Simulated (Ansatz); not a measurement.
Cu:

```
Cu
1.0
     2.53410    0.00000    0.00000
    -1.26705    2.19459    0.00000
     0.00000    0.00000    4.11257
Cu
2
Cartesian
  1.2670 0.7315 3.0844
  0.0000 1.4631 1.0281
```

This isn't the form of Cu at room conditions, which is fcc.

Program: Ansatz 0.2.0. Alike in all runs: task band structure; potentials or basis all-electron LAPW, scalar-relativistic; no spin polarisation; cell as given; k mesh 12 × 12 × 7; cutoff (eV) 304; smearing fermi-dirac 0.05 eV; basis error allowed 0.001 eV/atom.

Problem. Order these runs on this cell by their pressure, lowest first.
A. level PBE
B. level PBEsol
C. level LDA

Solution. C (-7.9 GPa), B (-1.4 GPa), A (7.3 GPa).
